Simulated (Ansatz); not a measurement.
This trial cell of Hf₄O₃ was written down by chemical analogy (P-3m1, No. 164). Its size is a guess.

```cif
data_structure
_symmetry_space_group_name_H-M 'P-3m1'
_symmetry_Int_Tables_number 164
_cell_length_a 3.2500
_cell_length_b 3.2500
_cell_length_c 10.6000
_cell_angle_alpha 90.000
_cell_angle_beta 90.000
_cell_angle_gamma 120.000
_cell_volume 96.96
loop_
_atom_site_label
_atom_site_type_symbol
_atom_site_symmetry_multiplicity
_atom_site_Wyckoff_symbol
_atom_site_fract_x
_atom_site_fract_y
_atom_site_fract_z
_atom_site_occupancy
Hf1 Hf 2 d 0.33333 0.66667 0.62500 1
Hf2 Hf 2 d 0.66667 0.33333 0.87500 1
O1 O 2 c 0.00000 0.00000 0.75000 1
O2 O 1 a 0.00000 0.00000 0.00000 1
```

Level of theory: Ansatz, DFT PBE, scalar-relativistic, plane waves, PAW. Cutoff 420 eV, Gaussian smearing, Γ-centred meshes. Cell and atoms relax first on a coarse mesh, the cell is then made exact in the group found at 0.06 to 0.08 Å, and last on a converged mesh; the steps can't lower the symmetry of their start. No spin polarisation.

A guess keeps its type if space group and coordination stay and the shape of the cell changes little (axis ratios within about 15 %, angles within 6°); the volume may change.

Question: Does it keep its structure type, or change into something else?

Answer: It keeps its type. The symmetry stays P-3m1 (No. 164). The volume per atom shrinks by 1.5 %, from 13.9 to 13.7 Å³. The shortest distance stays 2.30 Å (Hf–O). The ratio c/a of the conventional cell changes by a factor of 1.06. Counting neighbours within 15 % of an atom's shortest distance, the start has Hf 3/6, O 6 and the end Hf 3/6, O 6.

The last run used a 12×12×4 mesh (in the run's order of axes) for its 7-atom cell and Gaussian smearing of 0.01 eV. Spin–orbit coupling, which can matter for Hf, is left out. A structure relaxed within its symmetry needn't be a true minimum. Another cell of the same search, in P-42m, lies 59 meV/atom lower, so this cell isn't the stable form at this level.

In counts of neighbours, a slash parts the counts of unlike sites.
